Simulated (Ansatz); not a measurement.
Wanted: the native input for an Ansatz 0.2.0 run.

```yaml
Task: band structure
Functional: PBEsol
Potentials_or_basis: all-electron LAPW, scalar-relativistic
Cutoff: 227 eV (chosen from the basis error)
Basis_error_allowed: 0.001 eV/atom
k_mesh: 11 × 11 × 11
Occupations: fermi-dirac, width 0.05 eV
Spin: no spin polarisation
```

Crystal: Ti.

```
CELL_PARAMETERS angstrom
-1.64100 1.64100 1.64100
1.64100 -1.64100 1.64100
1.64100 1.64100 -1.64100
ATOMIC_POSITIONS crystal
Ti 0.00000 0.00000 0.00000
```

This isn't the form of Ti at room conditions, which is hcp.

These files were run (other wordings do the same):

input.yaml

```yaml
crystal:
  lattice:
    - [-1.641, 1.641, 1.641]
    - [1.641, -1.641, 1.641]
    - [1.641, 1.641, -1.641]
  atoms:
    - { symbol: Ti, position: [0.0, 0.0, 0.0] }
kpoints:
  mp_grid: { grid: [11, 11, 11] }
  band_path:
    path:
      - [0.0, 0.0, 0.0]
      - [0.5, -0.5, 0.5]
      - [0.0, 0.0, 0.5]
      - [0.0, 0.0, 0.0]
      - [0.25, 0.25, 0.25]
      - [0.5, -0.5, 0.5]
    npoints: 6
scf:
  occupations: { method: fermi_dirac, width: 0.05 }
hamiltonian:
  xc: pbesol
  pseudopotentials: { kind: all_electron, lapw: { basis_error: 0.001 } }
output:
  forces: true
  stress: true
  eigenvalues: true
```

Potentials or basis: all-electron LAPW, scalar-relativistic.

Launch:

```console
$ ansatz run input.yaml --threads 1 --pin off --max-ram 3072MiB --backend cpu --events-out ev --progress --plain --runs-dir out
```

It gave:

The pressure is -6.8 GPa and the band gap along the path is none (metal or under the smearing width).

Run time: 4.1 s on 1 thread of Arm Neoverse V1, on a shared host, peak memory 0.22 GiB.
